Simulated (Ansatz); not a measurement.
Ansatz input file:

```yaml
crystal:
  lattice:
    - [-1.6630134121, 1.6630134121, 2.8200091778]
    - [1.6630134121, -1.6630134121, 2.8200091778]
    - [1.6630134121, 1.6630134121, -2.8200091778]
  atoms:
    - { symbol: Sb, position: [0.0, 0.0, 0.0] }
basis:
  ecutwfc: 420
kpoints:
  mp_grid: { grid: [18, 18, 18] }
hamiltonian:
  xc: pbesol
scf:
  occupations: { method: gaussian, width: 0.1 }
output:
  forces: true
  stress: true
  eigenvalues: true
```

Run as
```bash
ansatz run input.yaml --threads 1 --pin off --max-ram 1331MiB --backend cpu --events-out ev --progress --plain --runs-dir out
```

Level of theory: Ansatz, DFT PBEsol, scalar-relativistic, plane waves, PAW.

From the run's log, abridged (iterations and final results):

```
SCF iter   1: F=—  HF=-6407.705154 eV  |F-HF|=—  |Δ(HF+E_count)|=         —  Δρ=2.43e-3  dr2=1.08e-3  ethr=1.77e-3  ⟨swp⟩=5.1  Hψ=33824  notcnv=0
SCF iter   2: F=—  HF=-6407.704090 eV  |F-HF|=—  |Δ(HF+E_count)|=   1.06e-3  Δρ=1.36e-3  dr2=4.22e-4  ethr=7.18e-6  ⟨swp⟩=2.0  Hψ=10460  notcnv=0
SCF iter   3: F=—  HF=-6407.703982 eV  |F-HF|=—  |Δ(HF+E_count)|=   1.07e-4  Δρ=2.85e-4  dr2=2.17e-5  ethr=2.81e-6  ⟨swp⟩=2.0  Hψ=9121  notcnv=0
SCF iter   4: F=—  HF=-6407.703970 eV  |F-HF|=—  |Δ(HF+E_count)|=   1.19e-5  Δρ=1.40e-4  dr2=6.57e-6  ethr=1.44e-7  ⟨swp⟩=2.0  Hψ=9151  notcnv=0
SCF iter   5: F=—  HF=-6407.703968 eV  |F-HF|=—  |Δ(HF+E_count)|=   1.94e-6  Δρ=6.21e-5  dr2=1.38e-6  ethr=4.38e-8  ⟨swp⟩=2.0  Hψ=9149  notcnv=0
SCF iter   6: F=—  HF=-6407.703968 eV  |F-HF|=—  |Δ(HF+E_count)|=   3.89e-7  Δρ=1.85e-5  dr2=1.32e-7  ethr=9.23e-9  ⟨swp⟩=2.1  Hψ=9172  notcnv=0
SCF iter   7: F=-6407.703968 eV  HF=-6407.703968 eV  |F-HF|=8.94e-9  |Δ(HF+E_count)|=   6.00e-8  Δρ=4.44e-6  dr2=9.10e-9  ethr=6.67e-10  ⟨swp⟩=6.6  Hψ=25185  notcnv=0
SCF 1 converged in 7 iterations: F = -6407.703968 eV  dr2 = 9.10e-9
SCF converged after 7 iterations
Free energy (F): -6407.703968 eV
Harris-Foulkes:  -6407.703968 eV  (|F-HF|=8.94e-9)
Internal energy: -6407.700613 eV  (E = F + TS)
E sigma→0 (E₀):  -6407.702290 eV
Entropy (-TS):   -0.003355 eV (-3.355 meV/atom)
Fermi energy:    9.295818 eV
--- Per-component energies (eV) ---
  E_band       = -176.888585
  E_kinetic    = 204.989392
  E_local      = -1555.343389  (includes V_loc(G=0)·N_el)
  E_nonlocal   = 362.937981
  E_hartree    = 698.842157
  E_xc         = -136.525090
  E_vxc        = -95.299178  (∫ρ·V_xc dr)
  E_paw        = -4498.395605  (= ΣΔE_a)
  E_vpaw       = -491.862203  (= ΣTr[D̂ρ^β])
  E_aug_tail   = -0.000002  (compensation charges beyond the density's cutoff)
  E_ewald      = -1484.537915
  E_core_change = 0.331857  (= ΣΔE_core)
  E_smearing   = -0.003355  (= −TS)
--- Forces (eV/Å), atoms counted from 1 ---
  atom   1  Sb     0.00000000     0.00000000     0.00000000
--- Stress (GPa, compression-positive) ---
       -8.121973       0.000000       0.000000
        0.000000      -8.121973       0.000000
        0.000000       0.000000      -6.303508
  P = ⅓ Tr σ = -7.5158 GPa (-75.158 kbar)
--- Band table (eV; the first three rows and the last of 480) ---
  k-point 0: bands = ["-19.8874", "-19.8817", "-19.8582", "-19.8582", "-19.8136", "-2.5970", "13.1066", "13.7490", "13.7490", "18.6585", "19.0935", "19.7647"]
  k-point 1: bands = ["-19.8840", "-19.8804", "-19.8591", "-19.8577", "-19.8148", "-2.5172", "12.9691", "13.3676", "13.3856", "18.5744", "19.1698", "19.3596"]
  k-point 2: bands = ["-19.8769", "-19.8742", "-19.8616", "-19.8562", "-19.8181", "-2.2788", "12.5248", "12.5353", "12.5915", "17.4559", "19.3299", "19.6964"]
  k-point 479: bands = ["-19.8982", "-19.8872", "-19.8273", "-19.8273", "-19.8055", "0.3960", "4.5340", "11.0291", "11.0291", "14.8976", "15.1210", "28.5963"]
```

The run converged.